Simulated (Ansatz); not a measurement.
PbS: pressure against volume scale

Periodic Kohn-Sham DFT of a crystal at fixed atoms, scaled to volume_scale times the given cell; pressure positive in compression, energy less spherical unpolarised free atoms, largest_vzz the field gradient of largest size among the nuclei. The results are calculated, by Ansatz 0.2.0.

The cell before it is scaled or strained (space group F-43m, No. 216):
```
PbS
1.0
      0.0000     3.3222     3.3222
      3.3222     0.0000     3.3222
      3.3222     3.3222     0.0000
Pb S
1 1
Direct
  0.00000 0.00000 0.00000
  0.25000 0.25000 0.25000
```

Settings of every row: method frozen-core PAW; functional PBE; relativity scalar; k mesh 11x11x11; filling fermi-dirac; smearing width 0.03 eV; wave cutoff 420 eV; paw set soft_2.

Atom start moment: 0 on all atoms.

Limits: no spin-orbit coupling on heavy atoms; the cell comes from a prototype or a list of computed structures and needn't be the stable phase.

```
row  volume scale  V (Å³/atom)  pressure (GPa)
  1          0.95       34.834            2.07
  2         0.975        35.75           0.994
  3             1       36.669           0.048
  4         1.025       37.584          -0.783
  5          1.05       38.501               ?
```

Question: what pressure should row 5 give?

Worked fit of pressure. Take u = (V_r/V)^(2/3) − 1 with V_r = 36.209 Å³ an atom, which is twice the finite (Eulerian) strain; such expansions in the strain, on which the Birch-Murnaghan equation of state is built, carry the rest volume and the bulk modulus. The shown rows have u = 0.02615, 0.00854, -0.00838, -0.02454. Least squares give pressure = 0.5062 + 56.036 × u + 143.37 × u² GPa; a straight line predicts inner rows, each left out in turn, worse (root mean square 0.058 against 0.0028 GPa). The rows lie off it by 0.000, -0.001, 0.001, 0.000. The pressure vanishes at u = -0.0093, or V = 36.72 Å³ an atom, and there the bulk modulus at fixed shape and fractions is B = −V dP/dV = (2/3)(1 + u) dP/du = 35.3 GPa. The withheld row has u = -0.04009, so the fit gives 0.5062 + 56.036 × (-0.04009) + 143.37 × (-0.04009)² = -1.510 GPa.

The calculation gave -1.512 GPa. The fit lies 0.002 GPa (0.056 % of the column's range) above it; its largest miss of a shown row is 0.001 GPa. This row lies beyond the range of the fit.
